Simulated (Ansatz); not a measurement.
**CoPt, magnetic orders**

Consider CoPt (space group P4/mmm, No. 123; a = 2.659 Å, c = 3.662 Å; ferromagnetic).

Each order is relaxed in cell and atoms; arrows give the starting signs on the magnetic atoms.

Method: PBEsol (Ansatz, a quantum-chemistry and plane-wave program, PAW, no SOC).

Notes on the quantities. energy relative to the base: σ→0; to 0.01 eV only: unlike meshes or grids.

```json
[
 {"change": "base", "shortest interatomic distance": "2.625 Å", "energy relative to the base": "0.00 eV/atom"},
 {"change": "↑↓ start, q = (1/2, 1/2, 0), 4 atoms", "shortest interatomic distance": "2.625 Å", "energy relative to the base": "0.00 eV/atom"},
 {"change": "non-magnetic", "shortest interatomic distance": "2.592 Å", "energy relative to the base": "+0.13 eV/atom"},
 {"change": "↑↓ start, q = (0, 0, 1/2), 4 atoms", "shortest interatomic distance": "2.611 Å", "energy relative to the base": "+0.01 eV/atom"}
]
```

Other magnetic orders, which the real material may have, were not ruled out. Stability against distortions was not tested. Seeded moments were not kept for ↑↓ start, q = (1/2, 1/2, 0), 4 atoms. Spin-polarised in the final run: ↑↓ start, q = (1/2, 1/2, 0), 4 atoms, base and ↑↓ start, q = (0, 0, 1/2), 4 atoms; the other runs are not.
